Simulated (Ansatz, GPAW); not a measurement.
# ZnS: 3 runs at one level of theory

```
Zn S
1.0
     0.00000    2.70200    2.70200
     2.70200    0.00000    2.70200
     2.70200    2.70200    0.00000
Zn S
1 1
Direct
  0.75000 0.75000 0.75000
  0.00000 0.00000 0.00000
```

Alike in all runs: task band structure; functional BLYP; k mesh 9 × 9 × 9; occupations fermi-dirac, width 0.05 eV; no spin polarisation; no spin-orbit coupling. Pressure is positive in compression and, in plane waves, holds the error of the finite cutoff, which Ansatz's Pulay term estimates and takes out. Gaps are the smaller of the mesh's and the band path's.

```tsv
program and potentials	plane-wave cutoff (eV)	notes	band gap (eV)	pressure (GPa)
Ansatz, Ansatz PAW	420	potentials made for PBE, which Ansatz adapts in part; Pulay term of +0.05 GPa included	2.09	5.41
Ansatz, all-electron LAPW, scalar-relativistic	-	-	2.09	5.45
GPAW, PAW data sets generated for this functional	600	-	2.09	4.76
```

All agree on the band gap. The pressure spans 4.76 (GPAW, PAW data sets generated for this functional) to 5.45 GPa (Ansatz, all-electron LAPW, scalar-relativistic), with all-electron results at 5.45. Some sets were made for another functional than the one run, which can shift their rows.

Differences between rows come from potentials, basis sets and numerical settings, since the functional is the same but for its coding. Runs on potential files found faulty are left out.
